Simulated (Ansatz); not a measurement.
**CdI2: ¹²⁷I NMR of the central transition**

Cell: a computed structure from the Materials Project (it need not be an observed phase), atoms as given.

```
Cd I
1.0
     4.28935    0.00000    0.00000
    -2.14468    3.71469    0.00000
     0.00000    0.00000   36.37279
Cd I
5 10
Direct
  0.66667 0.33333 0.80015
  0.00000 0.00000 0.40006
  0.33333 0.66667 0.19985
  0.00000 0.00000 0.59994
  0.00000 0.00000 0.00000
  0.66667 0.33333 0.95268
  0.33333 0.66667 0.04732
  0.66667 0.33333 0.15256
  0.33333 0.66667 0.44731
  0.33333 0.66667 0.84744
  0.66667 0.33333 0.35268
  0.00000 0.00000 0.75280
  0.33333 0.66667 0.64732
  0.66667 0.33333 0.55269
  0.00000 0.00000 0.24720
```

Atoms are numbered from 1 in the order listed; like atoms form one site, named after its first atom.

All values are calculated (Ansatz; DFT, PBE, plane waves and PAW, scalar-relativistic, 420 eV cutoff, Γ-centred 8×8×1 k-points, Fermi–Dirac smearing 0.02 eV), not measured.

¹²⁷I has I = 5/2 and Q = -688.2 mb (Pyykkö 2018); at 23.5 T its Larmor frequency is ν₀ = 201.6 MHz (from the bare nuclear moment; shielding lowers the observed one by a per cent or two). Only the quadrupole interaction is simulated: positions count from each site's isotropic chemical shift, and shift anisotropy, dipolar and J coupling are left out.

Q: Give C_Q, η, the quadrupolar product P_Q = |C_Q|(1 + η²/3)^½, the second-order isotropic shift and the breadth of the pattern (static powder) for each I site.

A: 

```csv
site,first shell,C_Q (MHz),η,P_Q (MHz),δ_QIS (ppm),breadth (kHz)
I6,3 Cd at 3.02 Å,99.0,0.00,99.0,-1448,1520
I8,3 Cd at 3.02 Å,102,0.00,102,-1537,1614
I11,3 Cd at 3.02 Å,101,0.00,101,-1493,1567
I12,3 Cd at 3.02 Å,99.5,0.00,99.5,-1460,1533
```

δ_QIS = −(ν_Q²/30ν₀²)[I(I+1) − 3/4](1 + η²/3) × 10⁶ ppm with ν_Q = 3|C_Q|/[2I(2I−1)]; it falls as 1/B₀² in ppm, and the breadth as 1/B₀ in kHz.

An axis of threefold or higher order runs through I6, I8, I11 and I12, so V_zz lies along it and η is zero.

Without spin–orbit coupling the gradients at and beside I can be off by some per cent, at some sites by more.
